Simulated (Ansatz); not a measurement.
CaO (NiAs type) (r2SCAN geometry), in Ansatz:

```cif
data_structure
_symmetry_space_group_name_H-M 'P6_3/mmc'
_symmetry_Int_Tables_number 194
_cell_length_a 3.3199
_cell_length_b 3.3199
_cell_length_c 5.8143
_cell_angle_alpha 90.000
_cell_angle_beta 90.000
_cell_angle_gamma 120.000
_cell_volume 55.50
loop_
_atom_site_label
_atom_site_type_symbol
_atom_site_symmetry_multiplicity
_atom_site_Wyckoff_symbol
_atom_site_fract_x
_atom_site_fract_y
_atom_site_fract_z
_atom_site_occupancy
Ca1 Ca 2 a 0.00000 0.00000 0.00000 1
O1 O 2 c 0.33333 0.66667 0.25000 1
```

G0W0@PBE with 208 empty bands, a screening cutoff of 140 eV and a 6×6×2 mesh (PAW, contour deformation) gives 6.147 eV over the mesh points, from a PBE gap of 3.848 eV; it sums over 224 bands with 209 plane waves in the screening and a wave cutoff of 420 eV. The G0W0 figures hold for the stated bands, cutoff and mesh and aren't extrapolated. (Calculated; spin-unpolarised; the phase may be known or hypothetical.)

Q: Estimate the gap with starting point HSE06.

A: 6.769 eV (+0.622 eV), from a Kohn-Sham gap of 5.564 eV.

Q: Estimate the gap with potentials of the kind norm-conserving, with them a wave cutoff of 1240 eV.

A: 6.080 eV (-0.067 eV), from a Kohn-Sham gap of 3.843 eV.
